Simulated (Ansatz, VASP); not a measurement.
**CdTe in VASP and in Ansatz**

```
Cd Te
1.0
     0.00000    3.24454    3.24454
     3.24454    0.00000    3.24454
     3.24454    3.24454    0.00000
Cd Te
1 1
Direct
  0.00000 0.00000 0.00000
  0.25000 0.25000 0.25000
```

Alike in both runs: task single point; functional PBEsol; k mesh 10 × 10 × 10; occupations gaussian, width 0.05 eV; no spin polarisation.

|  | VASP | Ansatz |
| --- | --- | --- |
| version | VASP 6.6.1 | Ansatz 0.2.0 |
| potentials or method | VASP PAW PBE potentials, release 64 (Cd, Te) | scalar-relativistic, plane waves, PAW |
| plane-wave cutoff (eV) | 520 | 420 |
| valence electrons in the cell | 18 | 36 |

|  | VASP | Ansatz | Ansatz less VASP |
| --- | --- | --- | --- |
| gap on the k mesh at the Fermi level (eV) | 0.65 | 0.65 | -0.002 |
| least direct gap on the mesh (eV) | 0.65 | 0.65 | -0.002 |
| pressure (GPa) | 0.2 | 0.0 | -0.16 |

The two sets of potentials don't hold the same shells in valence.

Caveats: the PAW data sets were made with another functional, which shifts forces and pressure a little (VASP); spin-orbit coupling is left out, which moves the levels of the heavy elements. As with any semilocal functional, this PBEsol gap is likely too small.
